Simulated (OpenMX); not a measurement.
The system is PtS2.

```
Pt S
1.0
     3.54320    0.00000    0.00000
    -1.77160    3.06850    0.00000
     0.00000    0.00000    5.03880
Pt S
1 2
Direct
  0.00000 0.00000 0.00000
  0.66667 0.33333 0.77300
  0.33333 0.66667 0.22700
```

```yaml
Program: OpenMX 3.8.5
Task: single point
Functional: PBE
Potentials_or_basis: OpenMX 2013 PBE set, Pt7.0-s3p2d2f1, S7.0-s2p2d1f1, grid cutoff 400 Ry
k_mesh: 9 × 9 × 5
Occupations: fermi-dirac, width 0.05 eV
Spin: no spin polarisation
```

On this cell: pressure 14.5 GPa; largest force 1.620 eV/Å; band gap on the k mesh 1.02 eV, indirect (least direct gap 1.07 eV).

The same run follows on a disturbed copy (atoms moved at random, drawn with an rms of 0.05 Å):

```xyz
3
Lattice="3.5432 0.0000 0.0000 -1.7716 3.0685 0.0000 0.0000 0.0000 5.0388" Properties=species:S:1:pos:R:3 pbc="T T T"
Pt    0.0095   -0.0200    0.0506
S     1.7774    1.0159    3.8884
S    -0.0024    2.0604    1.1809
```

Problem. What does the disturbed cell give?

Solution. The energy moves by -13.4 meV/atom; pressure 12.6 GPa; largest force 1.766 eV/Å; band gap on the k mesh 0.91 eV, indirect (least direct gap 1.02 eV).

Forces on the atoms (eV/Å):
```
Pt  -0.184  0.520 -0.794
S    0.019 -0.097 -0.907
S    0.167 -0.435  1.703
```

Caveats: spin-orbit coupling is left out, which moves the levels of the heavy elements; an odd mesh through Γ misses points on the zone boundary, where band edges often lie; the basis of atomic orbitals isn't converged, which shifts pressures, moduli and gaps; forces of over 1 eV/Å show positions far from the minimum, so gaps and moduli don't describe the material at rest (some runs).
